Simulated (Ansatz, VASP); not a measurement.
**Two plane-wave programs on P**

```
P
1.0
     1.67619   -5.03908    0.00000
     1.67619    5.03908    0.00000
     0.00000    0.00000    4.03875
P
4
Cartesian
  1.6762 3.9551 3.7654
  1.6762 -1.0839 2.2927
  1.6762 -3.9551 0.2733
  1.6762 1.0839 1.7460
```

Alike in both runs: task single point; functional LDA; k mesh 8 × 8 × 6; occupations fermi-dirac, width 0.05 eV; no spin polarisation.

|  | VASP | Ansatz |
| --- | --- | --- |
| version | VASP 6.6.1 | Ansatz 0.2.0 |
| potentials or method | VASP PAW LDA potentials, release 64 (P) | plane waves (420 eV) with PAW, scalar-relativistic |
| plane-wave cutoff (eV) | 520 | 420 |
| valence electrons in the cell | 20 | 20 |

Ansatz gave:

- pressure (GPa): -0.2
- largest component of the traceless stress (GPa): 1.21

**Question.** Which values does VASP return?

**Answer.** Pressure (GPa): -0.5; largest component of the traceless stress (GPa): 1.19.

Ansatz warned: «pseudo_functional_mismatch».
